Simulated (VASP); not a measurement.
Input of a VASP 6.6.1 run:

INCAR

```
SYSTEM = HfSi2
  PREC = Accurate
  ENCUT = 600
  EDIFF = 1E-7
  ISMEAR = 1
  SIGMA = 0.1
  LREAL = .FALSE.
  LASPH = .TRUE.
  NELM = 80
  ALGO = Normal
  ISIF = 3
  LWAVE = .FALSE.
  LCHARG = .FALSE.
  GGA = PS
  IBRION = 2
  NSW = 90
  EDIFFG = -0.005
  KPAR = 2
```

KPOINTS

```
regular mesh
0
G
  10 10 10
  0 0 0
```

Contents of POSCAR:

```
HfSi2                                   
1.0
    1.8264144057     -7.1783818641      0.0000000000
    1.8264144057      7.1783818641     -0.0000000000
    0.0000000000     -0.0000000000      3.6375010592
  Hf              Si            
     2     4
Direct
     0.8953286894049333    0.1046713105950667    0.2500000000000000
     0.1046713105950667    0.8953286894049333    0.7500000000000000
     0.5550508146991149    0.4449491853008850    0.2500000000000000
     0.4449491853008850    0.5550508146991149    0.7500000000000000
     0.2502396763814785    0.7497603236185215    0.2500000000000000
     0.7497603236185215    0.2502396763814785    0.7500000000000000
```

Potentials or basis: VASP PAW PBE potentials, release 64 (Hf_pv, Si).

Command:

```bash
$ cat potpaw_PBE.64/Hf_pv/POTCAR potpaw_PBE.64/Si/POTCAR > POTCAR
$ mpirun -np 2 vasp_std > vasp.out
```

(1) What does it give for the band gap on the k mesh?

Answers

(1) none (metal or under the smearing width).

Caveat: the relaxation stopped at its first step, so nothing moved.
